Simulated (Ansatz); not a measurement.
Runs of Ansatz 0.2.0 on CdTe. The structure is cubic, space group F-43m (No. 216). Conventional cell: a = 6.410 Å, b = 6.410 Å, c = 6.410 Å, α = 90.00°, β = 90.00°, γ = 90.00°. Around Te (site symmetry -43m) lie 4 Cd at 2.78 Å. Around Cd (site symmetry -43m) lie 4 Te at 2.78 Å. 

```tsv
task	level	potentials or basis	cell	cutoff (eV)	points for each segment of the path	gap on the mesh (eV)	pressure (GPa)
single point	PBE	Ansatz PAW	as given	300	-	0.87	4.3
band structure	BLYP	Ansatz PAW	as given	420	14	0.78	6.9
band structure	PBE	SPMS NC	as given	680	14	0.87	4.3
relaxation of cell and atoms	LDA	Ansatz PAW	relaxed	420	-	(a)	0.0
```

Alike in all rows: no spin polarisation; k mesh 7 × 7 × 7; smearing fermi-dirac 0.05 eV.

Estimate the missing entries.

(a) 0.61.

Caveats: spin-orbit coupling is left out, which moves the levels of the heavy elements; odd divisions of the mesh miss points on the zone boundary, where band edges often lie, so the gap on the mesh can be too wide (some runs); the PAW data sets come from PBE, with cores solved anew for the run's functional, which leaves a small shift of forces and pressure (some runs); the pressure holds a Pulay correction of +5.2 GPa for the finite cutoff (some runs); the cutoff lies under the one recommended for these potentials (some runs); the plane-wave basis is chosen anew once the cell has moved, so the energies of steps on either side of that aren't comparable (some runs).

A k mesh can miss the band edges, and the runs leave out spin-orbit coupling on Cd, Te.
